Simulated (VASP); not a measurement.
# NaCl (Pm-3m) in VASP: elastic constants with PBE

Aim: the elastic constants of NaCl with PBE.

Everything below comes from runs of VASP 6.6.1. Logs are shortened: lines on timing, memory, paths and dates and some standing lists are left out, and cuts for length are marked.

## (1) The crystal as given

Symmetry: Pm-3m, No. 221, cubic system. The conventional cell has a = 3.025 Å, b = 3.025 Å, c = 3.025 Å, α = 90.00°, β = 90.00°, γ = 90.00°. Na (site symmetry m-3m) is surrounded by 8 Cl at 2.62 Å. Around Cl (site symmetry m-3m) lie 8 Na at 2.62 Å.

Measurements of this composition are mostly on another form, of space group No. 225.

## (2) Elastic constants, PBE

INCAR reads:

```
ALGO = Normal
EDIFF = 1E-8
ENCUT = 600
GGA = PE
IBRION = 6
ISIF = 3
ISMEAR = 0
LASPH = T
LCHARG = T
LREAL = F
LWAVE = F
NBANDS = 14
NELM = 100
NFREE = 2
NSW = 1
POTIM = 0.015
PREC = Accurate
SIGMA = 0.01
```

KPOINTS reads:

```
k-points
0
Gamma
  8 8 8
```

POSCAR reads:

```
NaCl
1.0
    3.0247971975      0.0000000000      0.0000000000
    0.0000000000      3.0247971975      0.0000000000
    0.0000000000      0.0000000000      3.0247971975
Na Cl
1 1
Direct
    0.0000000000      0.0000000000      0.0000000000
    0.5000000000      0.5000000000      0.5000000000
```

Potentials or basis: VASP PAW PBE potentials, release 64 (Na_pv, Cl).

Run with:

```bash
cat potpaw_PBE.64/Na_pv/POTCAR potpaw_PBE.64/Cl/POTCAR > POTCAR
mpirun -np 1 vasp_std > vasp.out
```

OUTCAR:

```text
EDIFF = 1E-8
   ENCUT = 600
   GGA = PE
   IBRION = 6
   ISIF = 3
   ISMEAR = 0
   LASPH = T
   LREAL = F
   NELM = 100
   NFREE = 2
   NSW = 1
   POTIM = 0.015
   PREC = Accurate

 ion  position               nearest neighbor table
   1  0.000  0.000  0.000-   2 2.62   2 2.62   2 2.62   2 2.62   2 2.62   2 2.62   2 2.62   2 2.62

   2  0.500  0.500  0.500-   1 2.62   1 2.62   1 2.62   1 2.62   1 2.62   1 2.62   1 2.62   1 2.62

  LATTYP: Found a simple cubic cell.
 ALAT       =     3.0247971975

  Lattice vectors:

 A1 = (   3.0247971975,   0.0000000000,   0.0000000000)
 A2 = (   0.0000000000,   3.0247971975,   0.0000000000)
 A3 = (   0.0000000000,   0.0000000000,   3.0247971975)

Analysis of symmetry for initial positions (statically):
=====================================================================
 Subroutine PRICEL returns:
 Original cell was already a primitive cell.

 Routine SETGRP: Setting up the symmetry group for a
 simple cubic supercell.

 Subroutine GETGRP returns: Found 48 space group operations
 (whereof 48 operations were pure point group operations)
 out of a pool of 48 trial point group operations.

The static configuration has the point symmetry O_h .

Analysis of symmetry for dynamics (positions and initial velocities):
=====================================================================
 Subroutine PRICEL returns:
 Original cell was already a primitive cell.

 Routine SETGRP: Setting up the symmetry group for a
 simple cubic supercell.

 Subroutine GETGRP returns: Found 48 space group operations
 (whereof 48 operations were pure point group operations)
 out of a pool of 48 trial point group operations.

The dynamic configuration has the point symmetry O_h .

 Subroutine INISYM returns: Found 48 space group operations
 (whereof 48 operations are pure point group operations),
 and found     1 'primitive' translations

----------------------------------------------------------------------------------------

                                     Primitive cell

  volume of cell :      27.6751

  direct lattice vectors                    reciprocal lattice vectors
     3.024797197  0.000000000  0.000000000     0.330600677  0.000000000  0.000000000
     0.000000000  3.024797197  0.000000000     0.000000000  0.330600677  0.000000000
     0.000000000  0.000000000  3.024797197     0.000000000  0.000000000  0.330600677

  length of vectors
     3.024797197  3.024797197  3.024797197     0.330600677  0.330600677  0.330600677

  position of ions in fractional coordinates (direct lattice)
     0.000000000  0.000000000  0.000000000
     0.500000000  0.500000000  0.500000000

  ion indices of the primitive-cell ions
   primitive index   ion index
                 1           1
                 2           2

----------------------------------------------------------------------------------------

 KPOINTS: k-points

Automatic generation of k-mesh.
 Grid dimensions read from file:
 generate k-points for:    8    8    8

 Generating k-lattice:

  Cartesian coordinates                     Fractional coordinates (reciprocal lattice)
[... 115 lines left out ...]
  Direction    XX          YY          ZZ          XY          YZ          ZX
  --------------------------------------------------------------------------------------
  -------------------------------------------------------------------------------------
  Total        5.5423320      5.5423320      5.5423320     -0.0000000     -0.0000000      0.0000000
  in kB      320.8590815    320.8590815    320.8590815     -0.0000000     -0.0000000      0.0000000
  external PRESSURE =     320.8590815 kB  Pullay stress =       0.0000000 kB
[... 89 lines left out ...]
  FREE ENERGIE OF THE ION-ELECTRON SYSTEM (eV)
  ---------------------------------------------------
  free  energy   TOTEN  =        -5.3590303193 eV

  energy  without entropy=       -5.3590303193  energy(sigma->0) =       -5.35903032

[... ionic steps 4 to 14 ...]

--------------------------------------- Ionic step       15  -------------------------------------------

 number of electron      13.9999989 magnetization

------------------------ aborting loop because EDIFF is reached ----------------------------------------
[... 67 lines left out ...]
--------------------------------------- Ionic step       17  -------------------------------------------

 number of electron      13.9999981 magnetization

 Free energy of the ion-electron system (eV)
  ---------------------------------------------------
  ext. energy  EPLUGINS =         0.00000000
  ---------------------------------------------------
  free energy    TOTEN  =        -5.44703068 eV

  energy without entropy =       -5.44703068  energy(sigma->0) =       -5.44703068

 E-fermi :   4.5889     XC(G=0): -10.4959

 val. band max:        4.5416670651   @ k =   0.0000   0.5000   0.5000
 cond. band min:       9.5189703831   @ k =   0.5000   0.5000   0.0000
 fundamental gap:      4.9773033181
 Fermi energy:         4.5889389373

 k-point     1 :       0.0000    0.0000    0.0000
  band No.  band energies     occupation
      1     -17.6828      2.00000
      2     -17.6828      2.00000
      3     -17.6828      2.00000
      4     -11.0835      2.00000
      5       3.5583      2.00000
      6       3.5583      2.00000
      7       3.5583      2.00000
      8      10.6717      0.00000
      9      12.0466      0.00000
     10      12.0475      0.00000
     11      21.9010      0.00000
     12      21.9018      0.00000
     13      21.9018      0.00000
     14      24.9380      0.00000
[... 377 lines left out ...]
      1     -17.8363      2.00000
      2     -17.8016      2.00000
      3     -17.6711      2.00000
      4      -9.3574      2.00000
      5       0.1363      2.00000
      6       0.7762      2.00000
      7       3.7531      2.00000
      8      10.3423      0.00000
      9      15.2112      0.00000
     10      15.4410      0.00000
     11      16.4806      0.00000
     12      20.5660      0.00000
     13      20.9800      0.00000
     14      25.2109      0.00000

 [... further k-points ...]

------------------------ aborting loop because EDIFF is reached ----------------------------------------

  FORCE on cell =-STRESS in cart. coord.  units (eV):
  Direction    XX          YY          ZZ          XY          YZ          ZX
  --------------------------------------------------------------------------------------
  -------------------------------------------------------------------------------------
  Total        5.5426081      5.5445692      5.5445692      0.0000000      0.0000000      0.0000000
  in kB      320.8750636    320.9885967    320.9885967      0.0000000      0.0000000      0.0000000
  external PRESSURE =     320.9507523 kB  Pullay stress =       0.0000000 kB
[... 17 lines left out ...]
  FREE ENERGIE OF THE ION-ELECTRON SYSTEM (eV)
  ---------------------------------------------------
  free  energy   TOTEN  =        -5.4470306778 eV

  energy  without entropy=       -5.4470306778  energy(sigma->0) =       -5.44703068

 INTERNAL STRAIN TENSORS FROM STRAINED CELLS
 ============================================

 INTERNAL STRAIN TENSOR FOR ION    1 for displacements in x,y,z  (eV/Angst):
          X           Y           Z          XY          YZ          ZX
  --------------------------------------------------------------------------------
  x     0.00000     0.00000     0.00000     0.00000     0.00000     0.00000
  y     0.00000     0.00000     0.00000     0.00000     0.00000     0.00000
  z     0.00000     0.00000     0.00000     0.00000     0.00000     0.00000

 INTERNAL STRAIN TENSORS FROM DISPLACED ATOMS
 ============================================

 INTERNAL STRAIN TENSOR FOR ION    1 for displacements in x,y,z  (eV/Angst):
          X           Y           Z          XY          YZ          ZX
  --------------------------------------------------------------------------------
  x     0.00000     0.00000     0.00000     0.00000     0.00000     0.00000
  y     0.00000     0.00000     0.00000     0.00000     0.00000     0.00000
  z     0.00000     0.00000     0.00000     0.00000     0.00000     0.00000

 INTERNAL STRAIN TENSOR FOR ION    2 for displacements in x,y,z  (eV/Angst):
          X           Y           Z          XY          YZ          ZX
  --------------------------------------------------------------------------------
  x     0.00000     0.00000     0.00000     0.00000     0.00000     0.00000
  y     0.00000     0.00000     0.00000     0.00000     0.00000     0.00000
  z     0.00000     0.00000     0.00000     0.00000     0.00000     0.00000

 Eigenvectors and eigenvalues of the dynamical matrix
 ----------------------------------------------------

   1 f  =    8.759532 THz    55.037760 2PiTHz  292.186521 cm-1    36.226495 meV
             X         Y         Z           dx          dy          dz
      0.000000  0.000000  0.000000    -0.777901    0.000000   -0.000000
      1.512399  1.512399  1.512399     0.628387   -0.000000    0.000000
[... 21 lines left out ...]
   6 f/i=    0.013401 THz     0.084202 2PiTHz    0.447014 cm-1     0.055423 meV
             X         Y         Z           dx          dy          dz
      0.000000  0.000000  0.000000    -0.628387    0.000000   -0.000000
      1.512399  1.512399  1.512399    -0.777901   -0.000000    0.000000

--------------------------------------------------------------------------------------------------------

 ELASTIC MODULI CONTR FROM IONIC RELAXATION (kBar)
 Direction    XX          YY          ZZ          XY          YZ          ZX
 --------------------------------------------------------------------------------
 XX           0.0000      0.0000      0.0000      0.0000      0.0000      0.0000
 YY           0.0000      0.0000      0.0000      0.0000      0.0000      0.0000
 ZZ           0.0000      0.0000      0.0000      0.0000      0.0000      0.0000
 XY           0.0000      0.0000      0.0000      0.0000      0.0000      0.0000
 YZ           0.0000      0.0000      0.0000      0.0000      0.0000      0.0000
 ZX           0.0000      0.0000      0.0000      0.0000      0.0000      0.0000
 --------------------------------------------------------------------------------

 TOTAL ELASTIC MODULI (kBar)
 Direction    XX          YY          ZZ          XY          YZ          ZX
 --------------------------------------------------------------------------------
 XX        2361.4718    537.5294    537.5294      0.0000     -0.0000      0.0000
 YY         537.5294   2361.4718    537.5294     -0.0000      0.0000      0.0000
 ZZ         537.5294    537.5294   2361.4718     -0.0000     -0.0000     -0.0000
 XY           0.0000     -0.0000     -0.0000    357.8859      0.0000      0.0000
 YZ          -0.0000      0.0000     -0.0000      0.0000    357.8859      0.0000
 ZX           0.0000      0.0000     -0.0000      0.0000      0.0000    357.8859
 --------------------------------------------------------------------------------
```

Wall time 3.7 min (1 thread of AMD EPYC 9R45 (Zen 5), shared host); peak memory 0.2 GiB.

What came out:

* Elastic constants C11, C12, C44: 236, 54, 36 GPa
* Voigt bulk modulus: 115 GPa
* Highest phonon frequency at Γ, LO-TO splitting left out: 292 cm⁻¹

Phonon frequencies in cm⁻¹ (negative: imaginary):
| q point | frequencies |
| --- | --- |
| (0.000, 0.000, 0.000) | 0 0 0 292 292 292 |

Elastic tensor in Voigt notation (GPa, in the Cartesian axes of the cell as first typed):
```
236  54  54   0   0   0
 54 236  54   0   0   0
 54  54 236   0   0   0
  0   0   0  36   0   0
  0   0   0   0  36   0
  0   0   0   0   0  36
```

Clamped-ion elastic tensor (GPa):
```
236  54  54   0   0   0
 54 236  54   0   0   0
 54  54 236   0   0   0
  0   0   0  36   0   0
  0   0   0   0  36   0
  0   0   0   0   0  36
```

Caveat: the cell is under stress, which shifts elastic constants.
